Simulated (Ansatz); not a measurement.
# CaSe under changes of volume

One of the cells (25.829 Å³/atom); the others are scaled copies at fixed shape and fractional positions:

```xyz
2
Lattice="0.0000 2.9560 2.9560 2.9560 0.0000 2.9560 2.9560 2.9560 0.0000" Properties=species:S:1:pos:R:3 pbc="T T T"
Se    2.9560    2.9560    2.9560
Ca    0.0000    0.0000    0.0000
```

```yaml
Program: Ansatz 0.2.0
Functional: LDA
Potentials_or_basis: all-electron LAPW, scalar-relativistic
Cutoff: 170 eV (chosen from the basis error)
Basis_error_allowed: 0.001 eV/atom
k_mesh: 8 × 8 × 8
Occupations: fermi-dirac, width 0.05 eV
Spin: no spin polarisation
```

```tsv
volume (Å³/atom)	energy over the lowest point (meV/atom)	pressure (GPa)	gap on the mesh (eV)
24.280	0.00	0.0	1.71
24.796	1.91	-1.2	1.77
25.313	7.35	-2.2	1.83
25.829	15.95	-3.1	1.87
26.346	?	?	?
26.863	41.35	-4.7	1.96
27.379	57.60	-5.4	2.00
```

Problem. What does the run at 26.346 Å³/atom give?

Solution. Energy over the lowest point 27.38 meV/atom; pressure -4.0 GPa; gap on the mesh 1.92 eV.

Worked out: A Birch-Murnaghan fit of order 3 (a polynomial in V^(-2/3)) to the other rows has its minimum at 24.28 Å³/atom, just outside them, with B0 = V·E''(V) = 57 GPa and B' = 4.1. It gives 27.38 meV/atom at 26.346 Å³/atom, against the run's 27.38, and -dE/dV = -4.0 GPa, against -4.0. A parabola through the other rows of the gap, of slope 2.21 eV per unit of ln V there, gives 1.92 eV, against the run's 1.92.

Energies are extrapolated to zero smearing.

A mesh can miss the band edges. Spin-orbit coupling on Se is left out.
